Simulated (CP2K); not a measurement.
# TiO2 (C2/m) in CP2K: settings compared

The runs below take TiO2 through band structure, with LDA, PBEsol, HLE17.

Everything below comes from runs of CP2K 2026.2. Logs are shortened: lines on timing, memory, paths and dates and some standing lists are left out, and cuts for length are marked.

**1. Starting point**

The structure is monoclinic, space group C2/m (No. 12). The conventional cell has a = 12.307 Å, b = 3.767 Å, c = 6.616 Å, α = 90.00°, β = 106.95°, γ = 90.00°. Ti (site symmetry m) is surrounded by 4 O at 1.86 to 1.94 Å. Around Ti (site symmetry m) lie 5 O at 1.78 to 2.03 Å. Around O (site symmetry m) lie 3 Ti at 1.94 to 2.03 Å. O (site symmetry m) has 3 Ti at 1.96 to 2.16 Å as nearest neighbours. Around O (site symmetry m) lie 2 Ti at 1.78 to 1.87 Å. Around O (site symmetry m) lie 2 Ti at 1.86 to 1.93 Å.

The cell comes from a database or a generator and needn't be the stable form of this composition.

**2. Band structure, LDA**

The input, tio2_bands.inp:

```
&GLOBAL
  PROJECT tio2_bands
  RUN_TYPE ENERGY_FORCE
  PRINT_LEVEL LOW
&END GLOBAL
&FORCE_EVAL
  METHOD QS
  STRESS_TENSOR ANALYTICAL
  &DFT
    BASIS_SET_FILE_NAME BASIS_MOLOPT_UZH
    POTENTIAL_FILE_NAME POTENTIAL_UZH
    &MGRID
      CUTOFF 850
      REL_CUTOFF 60
      NGRIDS 4
    &END MGRID
    &QS
      METHOD GPW
      EPS_DEFAULT 1.0E-9
    &END QS
    &KPOINTS
      SCHEME MONKHORST-PACK 6 6 4
      GAMMA_CENTERED T
      SYMMETRY T
      SYMMETRY_BACKEND SPGLIB
    &END KPOINTS
    &SCF
      SCF_GUESS ATOMIC
      EPS_SCF 1.0E-6
      MAX_SCF 100
      ADDED_MOS 42
      CHOLESKY OFF
      EPS_EIGVAL 1.0E-7
      &DIAGONALIZATION ON
        ALGORITHM STANDARD
      &END DIAGONALIZATION
      &MIXING ON
        METHOD BROYDEN_MIXING
        ALPHA 0.4
        BETA 1.5
        NBUFFER 8
      &END MIXING
      &SMEAR ON
        METHOD FERMI_DIRAC
        ELECTRONIC_TEMPERATURE [K] 580.226
      &END SMEAR
    &END SCF
    &XC
      &XC_FUNCTIONAL
        &LDA_X
        &END LDA_X
        &LDA_C_PW
        &END LDA_C_PW
      &END XC_FUNCTIONAL
    &END XC
    &PRINT
      &KPOINTS ON
      &END KPOINTS
      &MULLIKEN ON
      &END MULLIKEN
      &MO ON
        ENERGIES T
        OCCUPATION_NUMBERS T
        &EACH
          QS_SCF 0
        &END EACH
        ADD_LAST NUMERIC
      &END MO
      &BAND_STRUCTURE
        FILE_NAME bands.bs
        ADDED_MOS 4
        &KPOINT_SET
          UNITS B_VECTOR
          NPOINTS 10
          SPECIAL_POINT GAMMA 0.00000000 0.00000000 0.00000000
          SPECIAL_POINT Y 0.50000000 0.50000000 1.00000000
          SPECIAL_POINT F -0.93611805 -0.93611805 2.10671490
          SPECIAL_POINT L 0.50000000 0.50000000 0.50000000
          SPECIAL_POINT I 0.28947128 0.71052872 0.50000000
        &END KPOINT_SET
        &KPOINT_SET
          UNITS B_VECTOR
          NPOINTS 10
          SPECIAL_POINT I1 -0.28947128 0.28947128 -0.50000000
          SPECIAL_POINT Z 0.00000000 0.00000000 -0.50000000
          SPECIAL_POINT F1 1.93611805 1.93611805 -1.10671490
        &END KPOINT_SET
        &KPOINT_SET
          UNITS B_VECTOR
          NPOINTS 10
          SPECIAL_POINT Y 0.50000000 0.50000000 1.00000000
          SPECIAL_POINT X1 0.39191033 0.60808967 1.00000000
        &END KPOINT_SET
        &KPOINT_SET
          UNITS B_VECTOR
          NPOINTS 10
          SPECIAL_POINT X -0.39191033 0.39191033 0.00000000
          SPECIAL_POINT GAMMA 0.00000000 0.00000000 0.00000000
          SPECIAL_POINT N 0.00000000 0.50000000 0.50000000
        &END KPOINT_SET
        &KPOINT_SET
          UNITS B_VECTOR
          NPOINTS 10
          SPECIAL_POINT M 0.00000000 0.50000000 0.00000000
          SPECIAL_POINT GAMMA 0.00000000 0.00000000 0.00000000
        &END KPOINT_SET
      &END BAND_STRUCTURE
    &END PRINT
  &END DFT
  &SUBSYS
    &CELL
      A 6.4353683548 0.0000000000 0.0000000000
      B 5.3328817853 3.6019908004 0.0000000000
      C -1.8438887883 -0.5643719647 6.3289668713
      PERIODIC XYZ
    &END CELL
    &COORD
      SCALED
      Ti  0.9000710000 0.9000710000 0.2896020000
      Ti  0.1952860000 0.1952860000 0.2837620000
      Ti  0.0999290000 0.0999290000 0.7103980000
      Ti  0.8047140000 0.8047140000 0.7162380000
      O   0.3619310000 0.3619310000 0.2933970000
      O   0.2634885000 0.2634885000 0.6525000000
      O   0.8671885000 0.8671885000 0.9952910000
      O   0.7365115000 0.7365115000 0.3475000000
      O   0.9416475000 0.9416475000 0.6300210000
      O   0.1328115000 0.1328115000 0.0047090000
      O   0.6380690000 0.6380690000 0.7066030000
      O   0.0583525000 0.0583525000 0.3699790000
    &END COORD
    &KIND Ti
      BASIS_SET DZVP-MOLOPT-PBE-GTH-q12
      POTENTIAL GTH-PBE-q12
    &END KIND
    &KIND O
      BASIS_SET DZVP-MOLOPT-PBE-GTH-q6
      POTENTIAL GTH-PBE-q6
    &END KIND
    &PRINT
      &ATOMIC_COORDINATES ON
      &END ATOMIC_COORDINATES
      &CELL ON
      &END CELL
    &END PRINT
  &END SUBSYS
  &PRINT
    &FORCES ON
    &END FORCES
    &STRESS_TENSOR ON
    &END STRESS_TENSOR
  &END PRINT
&END FORCE_EVAL
```

Potentials or basis: POTENTIAL_UZH Ti GTH-PBE-q12, O GTH-PBE-q6; DZVP-MOLOPT-PBE-GTH basis.

Started as:

```sh
OMP_NUM_THREADS=1 cp2k.psmp -i tio2_bands.inp -o tio2_bands.out
```

tio2_bands.out:

```text

 CP2K| version string:                                       CP2K version 2026.2
 CP2K| Input file name                                            tio2_bands.inp

 GLOBAL| Force Environment number                                              1
 GLOBAL| Basis set file name                                    BASIS_MOLOPT_UZH
 GLOBAL| Potential file name                                       POTENTIAL_UZH
 GLOBAL| MM Potential file name                                     MM_POTENTIAL
 GLOBAL| Coordinate file name                                      __STD_INPUT__
 GLOBAL| Method name                                                        CP2K
 GLOBAL| Project name                                                 tio2_bands
 GLOBAL| Run type                                                   ENERGY_FORCE
 GLOBAL| FFT library                                                       FFTW3
 GLOBAL| Diagonalization library                                       ScaLAPACK
 GLOBAL| Cholesky decomposition library                                ScaLAPACK
 GLOBAL| DGEMM library                                                      BLAS
 GLOBAL| Direct generalized diagonalization requested                          F
 GLOBAL| Matrix multiplication library                                 ScaLAPACK
 GLOBAL| Global print level                                                  LOW
 GLOBAL| Total number of message passing processes                             1
 GLOBAL| Number of threads for this process                                    1
 GLOBAL| CPU model name                                                  UNKNOWN

 CELL| Volume [angstrom^3]:                                           146.706323
 CELL| Vector a [angstrom]:       6.435     0.000     0.000   |a| =     6.435368
 CELL| Vector b [angstrom]:       5.333     3.602     0.000   |b| =     6.435368
 CELL| Vector c [angstrom]:      -1.844    -0.564     6.329   |c| =     6.616212
 CELL| Angle (b,c), alpha [degree]:                                   106.182185
 CELL| Angle (a,c), beta  [degree]:                                   106.182185
 CELL| Angle (a,b), gamma [degree]:                                    34.036290
 CELL| Numerically orthorhombic:                                              NO
 CELL| Periodicity                                                           XYZ

 CELL_REF| Volume [angstrom^3]:                                       146.706323
 CELL_REF| Vector a [angstrom     6.435     0.000     0.000   |a| =     6.435368
 CELL_REF| Vector b [angstrom     5.333     3.602     0.000   |b| =     6.435368
 CELL_REF| Vector c [angstrom    -1.844    -0.564     6.329   |c| =     6.616212
 CELL_REF| Angle (b,c), alpha [degree]:                               106.182185
 CELL_REF| Angle (a,c), beta  [degree]:                               106.182185
 CELL_REF| Angle (a,b), gamma [degree]:                                34.036290
 CELL_REF| Numerically orthorhombic:                                          NO
 CELL_REF| Periodicity                                                       XYZ

[... 9 lines left out ...]

  Total number of            - Atomic kinds:                                   2
                             - Atoms:                                         12
                             - Shell sets:                                    12
                             - Shells:                                        72
                             - Primitive Cartesian functions:                 64
                             - Cartesian basis functions:                    236
                             - Spherical basis functions:                    208

  Maximum angular momentum of- Orbital basis functions:                        3
                             - Local part of the GTH pseudopotential:          2
                             - Non-local part of the GTH pseudopotential:      3

 MODULE QUICKSTEP: ATOMIC COORDINATES IN ANGSTROM

[... 35 lines left out ...]
       8     O        2          6.547878                             -0.547878
       9     O        2          6.471467                             -0.471467
      10     O        2          6.370161                             -0.370161
      11     O        2          6.455085                             -0.455085
      12     O        2          6.471467                             -0.471467
 # Total charge                             96.000000                  0.000000

 !-----------------------------------------------------------------------------!

 KPOINTS| Band Structure Calculation
 KPOINTS| Number of k-point sets                                               5
 KPOINTS| Number of added MOs/bands                                            4
 KPOINTS| Number of k-points in set    1                                      41
 KPOINTS| In units of b-vector [2pi/Bohr]
 KPOINTS| Special point     1       GAMMA     0.000000     0.000000     0.000000
 KPOINTS| Special point     2           Y     0.500000     0.500000     1.000000
 KPOINTS| Special point     3           F    -0.936118    -0.936118     2.106715
 KPOINTS| Special point     4           L     0.500000     0.500000     0.500000
 KPOINTS| Special point     5           I     0.289471     0.710529     0.500000
 KPOINTS| Number of k-points in set    2                                      21
 KPOINTS| In units of b-vector [2pi/Bohr]
 KPOINTS| Special point     1          I1    -0.289471     0.289471    -0.500000
 KPOINTS| Special point     2           Z     0.000000     0.000000    -0.500000
 KPOINTS| Special point     3          F1     1.936118     1.936118    -1.106715
 KPOINTS| Number of k-points in set    3                                      11
 KPOINTS| In units of b-vector [2pi/Bohr]
 KPOINTS| Special point     1           Y     0.500000     0.500000     1.000000
 KPOINTS| Special point     2          X1     0.391910     0.608090     1.000000
 KPOINTS| Number of k-points in set    4                                      21
 KPOINTS| In units of b-vector [2pi/Bohr]
 KPOINTS| Special point     1           X    -0.391910     0.391910     0.000000
 KPOINTS| Special point     2       GAMMA     0.000000     0.000000     0.000000
 KPOINTS| Special point     3           N     0.000000     0.500000     0.500000
 KPOINTS| Number of k-points in set    5                                      11
 KPOINTS| In units of b-vector [2pi/Bohr]
 KPOINTS| Special point     1           M     0.000000     0.500000     0.000000
 KPOINTS| Special point     2       GAMMA     0.000000     0.000000     0.000000

 ENERGY| Total FORCE_EVAL ( QS ) energy [hartree]           -360.274908989856442

 FORCES| Atomic forces [hartree/bohr]
 FORCES|   Atom     x               y               z               |f|
 FORCES|      1 -1.22128326E-03 -3.73820472E-04 -3.26355794E-04   1.31824985E-03
 FORCES|      2  2.63714442E-04  8.07236988E-05 -1.33299721E-03   1.36122855E-03
 FORCES|      3  1.22128341E-03  3.73820260E-04  3.26355683E-04   1.31824989E-03
 FORCES|      4 -2.63713870E-04 -8.07239177E-05  1.33299783E-03   1.36122906E-03
 FORCES|      5 -3.53533960E-03 -1.08207821E-03  3.28743523E-04   3.71181783E-03
 FORCES|      6 -2.79327826E-03 -8.54967856E-04 -1.72943872E-03   3.39475061E-03
 FORCES|      7 -2.46686333E-03 -7.55011234E-04  3.60671367E-05   2.58006928E-03
 FORCES|      8  2.79327813E-03  8.54967874E-04  1.72943836E-03   3.39475033E-03
 FORCES|      9  1.23508916E-04  3.78092351E-05 -1.83366492E-03   1.83820864E-03
 FORCES|     10  2.46686315E-03  7.55011580E-04 -3.60672051E-05   2.58006921E-03
 FORCES|     11  3.53533943E-03  1.08207818E-03 -3.28743670E-04   3.71181767E-03
 FORCES|     12 -1.23509164E-04 -3.78091325E-05  1.83366498E-03   1.83820872E-03
 FORCES| Sum     3.79869747E-14 -4.60829291E-14 -3.29011124E-13
 FORCES| Total atomic force                                       3.34387449E-13

 STRESS| Analytical stress tensor [bar]
 STRESS|                        x                   y                   z
 STRESS|      x       -8.81367124538E+04  -7.54512366158E+02   9.83428430163E+02
 STRESS|      y       -7.54512366158E+02  -8.59027380965E+04   3.00956587838E+02
 STRESS|      z        9.83428430163E+02   3.00956587838E+02  -8.93930479795E+04
 STRESS| 1/3 Trace                                            -8.78108328432E+04
 STRESS| Determinant                                          -6.76669791346E+14

 STRESS| Eigenvectors and eigenvalues of the analytical stress tensor [bar]
 STRESS|                        1                   2                   3
 STRESS| Eigenvalues  -9.00295130236E+04  -8.77312028379E+04  -8.56717826682E+04
 STRESS|      x          -0.503196747216      0.813092334880     -0.292701022463
 STRESS|      y          -0.154014364740      0.248904528699      0.956204011206
 STRESS|      z           0.850336762139      0.526238910148     -0.000020049777
```

Run time: 3.7 min. Hardware: 1 thread of Arm Neoverse V2, shared host; peak memory 1.6 GiB.

What came out:

- Free energy: -9803.5788 eV
- Pressure: -8.8 GPa
- Largest force: 0.191 eV/Å
- Band gap on the k mesh: 2.66 eV, indirect (least direct gap 2.85 eV)
- Band gap along the path: 2.65 eV, indirect (least direct gap 2.83 eV)
- Mulliken charges: Ti +0.91, +0.93; O -0.46, -0.55, -0.37, -0.47 e

Forces in eV/Å, atoms in the order of the input:
```
Ti  -0.063 -0.019 -0.017
Ti   0.014  0.004 -0.069
Ti   0.063  0.019  0.017
Ti  -0.014 -0.004  0.069
O   -0.182 -0.056  0.017
O   -0.144 -0.044 -0.089
O   -0.127 -0.039  0.002
O    0.144  0.044  0.089
O    0.006  0.002 -0.094
O    0.127  0.039 -0.002
O    0.182  0.056 -0.017
O   -0.006 -0.002  0.094
```

Stress tensor (GPa, compression positive):
```
-8.81 -0.08  0.10
-0.08 -8.59  0.03
 0.10  0.03 -8.94
```

Levels at the corners of the path, in eV from the valence-band top:
```tsv
point	band 45	band 46	band 47	band 48	band 49	band 50	band 51	band 52
Γ	-0.80	-0.78	-0.39	-0.20	2.65	3.01	3.26	3.26
Y	-0.93	-0.66	-0.43	-0.14	2.80	2.85	3.36	3.45
F	-0.80	-0.79	-0.42	-0.26	2.66	3.02	3.24	3.29
L	-0.89	-0.44	-0.24	-0.23	2.92	3.04	3.18	3.34
I	-0.65	-0.43	-0.17	0.00	3.03	3.13	3.34	3.70
I1	-0.65	-0.43	-0.17	0.00	3.03	3.13	3.34	3.70
Z	-0.72	-0.70	-0.63	-0.47	2.77	3.05	3.21	3.34
F1	-0.80	-0.79	-0.42	-0.26	2.66	3.02	3.24	3.29
Y	-0.93	-0.66	-0.43	-0.14	2.80	2.85	3.36	3.45
X1	-0.52	-0.44	-0.34	-0.27	2.99	3.28	3.30	3.34
X	-0.52	-0.44	-0.34	-0.27	2.99	3.28	3.30	3.34
Γ	-0.80	-0.78	-0.39	-0.20	2.65	3.01	3.26	3.26
N	-0.72	-0.55	-0.11	-0.02	3.09	3.14	3.40	3.62
M	-0.91	-0.50	-0.23	-0.14	3.05	3.10	3.55	3.60
Γ	-0.80	-0.78	-0.39	-0.20	2.65	3.01	3.26	3.26
```

Caveat: Mulliken charges move with the basis; the potentials were made for another functional, which shifts forces and pressure; the basis of atomic orbitals isn't converged, which shifts pressures, moduli and gaps. As with any semilocal functional, this LDA gap is likely too small.

**3. Band structure, PBEsol**

tio2_bands.inp: that of step 2 with these lines changed.

```diff
@@ -49,6 +49,6 @@
       &XC_FUNCTIONAL
-        &LDA_X
-        &END LDA_X
-        &LDA_C_PW
-        &END LDA_C_PW
+        &GGA_X_PBE_SOL
+        &END GGA_X_PBE_SOL
+        &GGA_C_PBE_SOL
+        &END GGA_C_PBE_SOL
       &END XC_FUNCTIONAL
```

Potentials or basis: POTENTIAL_UZH Ti GTH-PBE-q12, O GTH-PBE-q6; DZVP-MOLOPT-PBE-GTH basis.

Started as:

```sh
OMP_NUM_THREADS=1 cp2k.psmp -i tio2_bands.inp -o tio2_bands.out
```

It took 3.9 min on 1 thread of Arm Neoverse V2, shared host; peak memory 1.6 GiB.

The run converged. Its results:

- Free energy: -9810.1138 eV
- Pressure: -5.1 GPa
- Largest force: 0.128 eV/Å
- Band gap on the k mesh: 2.69 eV, indirect (least direct gap 2.87 eV)
- Band gap along the path: 2.68 eV, indirect (least direct gap 2.85 eV)
- Mulliken charges: Ti +0.98, +1.00; O -0.49, -0.59, -0.40, -0.51 e

Forces on the atoms (eV/Å):
```
Ti  -0.037 -0.011 -0.033
Ti  -0.008 -0.002 -0.116
Ti   0.037  0.011  0.033
Ti   0.008  0.002  0.116
O   -0.122 -0.037  0.006
O   -0.098 -0.030 -0.075
O   -0.090 -0.028 -0.024
O    0.098  0.030  0.075
O    0.014  0.004 -0.050
O    0.090  0.028  0.024
O    0.122  0.037 -0.006
O   -0.014 -0.004  0.050
```

Stress tensor (GPa, compression positive):
```
-5.09 -0.06  0.07
-0.06 -4.91  0.02
 0.07  0.02 -5.26
```

Levels at the corners of the path, in eV from the valence-band top:
```tsv
point	band 46	band 47	band 48	band 49	band 50	band 51
Γ	-0.77	-0.39	-0.19	2.68	3.03	3.27
Y	-0.66	-0.42	-0.13	2.82	2.87	3.38
F	-0.78	-0.42	-0.25	2.69	3.04	3.25
L	-0.44	-0.23	-0.22	2.94	3.06	3.20
I	-0.43	-0.17	0.00	3.05	3.15	3.36
I1	-0.43	-0.17	0.00	3.05	3.15	3.36
Z	-0.70	-0.62	-0.46	2.79	3.07	3.23
F1	-0.78	-0.42	-0.25	2.69	3.04	3.25
Y	-0.66	-0.42	-0.13	2.82	2.87	3.38
X1	-0.44	-0.33	-0.26	3.02	3.29	3.32
X	-0.44	-0.33	-0.26	3.02	3.29	3.32
Γ	-0.77	-0.39	-0.19	2.68	3.03	3.27
N	-0.55	-0.11	-0.02	3.12	3.16	3.41
M	-0.50	-0.23	-0.14	3.07	3.12	3.56
Γ	-0.77	-0.39	-0.19	2.68	3.03	3.27
```

Caveat: Mulliken charges move with the basis; the potentials were made for another functional, which shifts forces and pressure; the basis of atomic orbitals isn't converged, which shifts pressures, moduli and gaps.

**4. Band structure, HLE17**

tio2_bands.inp: that of step 3 with these lines changed.

```diff
@@ -49,6 +49,4 @@
       &XC_FUNCTIONAL
-        &GGA_X_PBE_SOL
-        &END GGA_X_PBE_SOL
-        &GGA_C_PBE_SOL
-        &END GGA_C_PBE_SOL
+        &MGGA_XC_HLE17
+        &END MGGA_XC_HLE17
       &END XC_FUNCTIONAL
```

Started as:

```sh
OMP_NUM_THREADS=1 cp2k.psmp -i tio2_bands.inp -o tio2_bands.out
```

It took 10 min on 1 thread of Arm Neoverse V2, shared host; peak memory 1.7 GiB.

Results (log left out):

```yaml
Free_energy: -10145.0960 eV
Pressure: -20.6 GPa
Largest_force: 0.916 eV/Å
Band_gap_on_the_k_mesh: 2.70 eV, indirect (least direct gap 2.84 eV)
Band_gap_along_the_path: 2.69 eV, indirect (least direct gap 2.83 eV)
Mulliken_charges: Ti +1.46, +1.47; O -0.73, -0.85, -0.60, -0.75 e
```

Forces in eV/Å, atoms in the order of the input:
```
Ti   0.377  0.115 -0.293
Ti  -0.138 -0.042 -0.905
Ti  -0.377 -0.115  0.293
Ti   0.138  0.042  0.905
O   -0.576 -0.176 -0.016
O   -0.422 -0.129  0.081
O   -0.415 -0.127 -0.500
O    0.422  0.129 -0.081
O    0.371  0.113 -0.084
O    0.415  0.127  0.500
O    0.576  0.176  0.016
O   -0.371 -0.113  0.084
```

Stress tensor (GPa, compression positive):
```
-20.39  -0.16  -0.41
 -0.16 -19.93  -0.12
 -0.41  -0.12 -21.38
```

Levels at the corners of the path, in eV from the valence-band top:
```csv
point,band 46,band 47,band 48,band 49,band 50,band 51
Γ,-0.71,-0.36,-0.15,2.69,2.98,3.15
Y,-0.62,-0.38,-0.11,2.81,2.84,3.33
F,-0.71,-0.38,-0.19,2.70,2.99,3.16
L,-0.46,-0.23,-0.18,2.95,2.98,3.18
I,-0.43,-0.14,0.00,2.99,3.09,3.26
I1,-0.43,-0.14,0.00,2.99,3.09,3.26
Z,-0.63,-0.56,-0.38,2.80,3.04,3.22
F1,-0.71,-0.38,-0.19,2.70,2.99,3.16
Y,-0.62,-0.38,-0.11,2.81,2.84,3.33
X1,-0.41,-0.29,-0.23,3.01,3.21,3.23
X,-0.41,-0.29,-0.23,3.01,3.21,3.23
Γ,-0.71,-0.36,-0.15,2.69,2.98,3.15
N,-0.54,-0.09,-0.02,3.06,3.10,3.31
M,-0.49,-0.19,-0.11,3.02,3.09,3.43
Γ,-0.71,-0.36,-0.15,2.69,2.98,3.15
```

Caveat: Mulliken charges move with the basis; the potentials were made for another functional, which shifts forces and pressure; the potentials were made for a functional far from this one; the basis of atomic orbitals isn't converged, which shifts pressures, moduli and gaps.

**5. Summary**

```tsv
level	gap on the mesh (eV)	pressure (GPa)	largest force (eV/Å)
LDA	2.66	-8.8	0.19
PBEsol	2.69	-5.1	0.13
HLE17	2.70	-20.6	0.92
```

Alike in all rows: task band structure; potentials or basis POTENTIAL_UZH Ti GTH-PBE-q12, O GTH-PBE-q6; DZVP-MOLOPT-PBE-GTH basis; no spin polarisation; cell as given; k mesh 6 × 6 × 4; smearing fermi-dirac 0.05 eV.

Caveats: the potentials were made for another functional, which shifts forces and pressure; the basis of atomic orbitals isn't converged, which shifts pressures, moduli and gaps; the potentials were made for a functional far from this one (some runs).

Absolute energies hang on the potentials; compare differences alone.
